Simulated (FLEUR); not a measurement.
As:

```
As
1.0
     1.82500   -5.50000    0.00000
     1.82500    5.50000    0.00000
     0.00000    0.00000    4.47000
As
4
Direct
  0.39000 0.61000 0.56000
  0.89000 0.11000 0.94000
  0.61000 0.39000 0.44000
  0.11000 0.89000 0.06000
```

This isn't the form of As at room conditions, which is rhombohedral.

| Quantity | Value |
| --- | --- |
| Program | FLEUR MaX-R8.1 (later development tree) |
| Task | single point |
| Functional | PBEsol |
| Potentials or basis | all-electron |
| Basis | FLAPW |
| Kmax | 4.67 1/bohr |
| k mesh | 8 × 8 × 6 |
| Occupations | fermi-dirac, width 0.05 eV |
| Spin | no spin polarisation |
| Gmax | 14.5 1/bohr |
| Muffin-tin radii | As 2.1 bohr |
| lmax | As 9 |
| lnonsphr | As 9 |
| Local orbitals a species | As 6 |
| Max iterations | 60 |
| Mixing factor | 0.05 |
| Mixer | Anderson |
| Mixer history | 15 |

On this cell: largest force 0.112 eV/Å; band gap on the k mesh none (metal or under the smearing width).

The same run follows on a disturbed copy (atoms moved at random, drawn with an rms of 0.05 Å):

```
CELL_PARAMETERS angstrom
1.82500 -5.50000 0.00000
1.82500 5.50000 0.00000
0.00000 0.00000 4.47000
ATOMIC_POSITIONS crystal
As 0.37537 0.60335 0.55866
As 0.88654 0.10528 0.93966
As 0.61829 0.39250 0.43957
As 0.11427 0.89248 0.05694
```

Q: What does the disturbed cell give?

A: The energy (extrapolated to zero smearing) moves by +4.8 meV/atom; largest force 0.446 eV/Å; band gap on the k mesh none (metal or under the smearing width).

Forces in eV/Å, atoms in the order of the input:
```
As   0.187 -0.384  0.126
As  -0.097  0.075 -0.096
As  -0.086  0.386 -0.193
As  -0.004 -0.077  0.162
```
